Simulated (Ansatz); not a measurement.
Reaction (formal exchange of groups at a C–C bond): `C#CCCCC` + `C=CCC` → `C=CCCCCCC` + acetylene

Program: Ansatz. Geometries: PBE0-D4/def2-TZVP. ΔE: electronic, gas phase. CCSD(T)/CBS is the MP2 limit (def2-TZVPP, def2-QZVPP) plus CCSD(T) − MP2 in def2-TZVPP, frozen cores. This one scheme is used for every species. Functionals use def2-TZVPP. B3LYP here is the variant with VWN-RPA as its local correlation; programs differ in this. One conformer a species, not always the lowest.

| level | ΔE (kJ/mol) |
| --- | --- |
| r2SCAN-D4 | 33.2 |
| PBE0-D4 | 33.6 |
| B3LYP-D4 | 32.2 |
| PBE | 39.6 |
| PBE0 | 38.1 |
| r2SCAN0 | 34.9 |
| CAM-B3LYP | 35.3 |
| CCSD/def2-TZVPP | 24.8 |

**Question.** What does CCSD(T)/CBS give? (Best estimate.)

**Answer.** The calculation gave: +23.7 kJ/mol. The listed levels differ from it by 9.5, 9.9, 8.5, 15.9, 14.4, 11.2, 11.6, 1.1 kJ/mol.

Largest T1 diagnostic among the species: 0.013.

The D4 term adds −7.2 kJ/mol with B3LYP and −4.5 kJ/mol with PBE0; it sums over pairs of atoms, weighted by their polarisabilities, and B3LYP, whose exchange is more repulsive, gets the larger term. In def2-TZVPP, CCSD(T) changes the Hartree–Fock value by −13.6 kJ/mol (the triples alone add −1.3 kJ/mol) and MP2 by −11.0 kJ/mol.

CCSD(T)/CBS has its own doubt, a few kJ/mol and more with outer-core shells, so smaller differences from it don't rank the levels.
